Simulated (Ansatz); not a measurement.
Bicrystals of relaxed bulk Al (Fm-3m, 16.50 Å³/atom, gap on the mesh 0.00 eV): one grain is mirrored in the boundary plane and shifted (fractions of the plane's cell), where said the two species change places in it, close atoms are joined, tilt boundaries are opened by 0.15 Å, then atoms and the cell's height are relaxed. Energies are the mean of the cell's two boundaries over the bulk on a matched mesh; other shifts may lie lower.

Computed with DFT PBE, scalar-relativistic, plane waves, PAW in Ansatz.

Cutoff 420 eV, Gaussian smearing of 0.10 eV, energies at zero smearing, symmetry of each start kept, no spin polarisation.

| start | atoms | k mesh | boundary energy (mJ/m²) | excess width (Å) | gap on the mesh (eV) |
| --- | --- | --- | --- | --- | --- |
| Σ5 (210), mirror between planes, shift [0.5, 0] | 20 | 10×10×2 | 650 | 0.47 | 0 |
| Σ5 (210), mirror between planes, shift [0, 0.5] | 20 | 10×10×2 | 565 | 0.60 | 0 |

Small energy differences in metals hang on the k mesh (about 10 mJ/m² or 1 to 2 meV/atom on the mesh of the relaxation).

Cost: 2 runs of about 26 core-minutes in all, on Arm Neoverse V1 (shared hosts).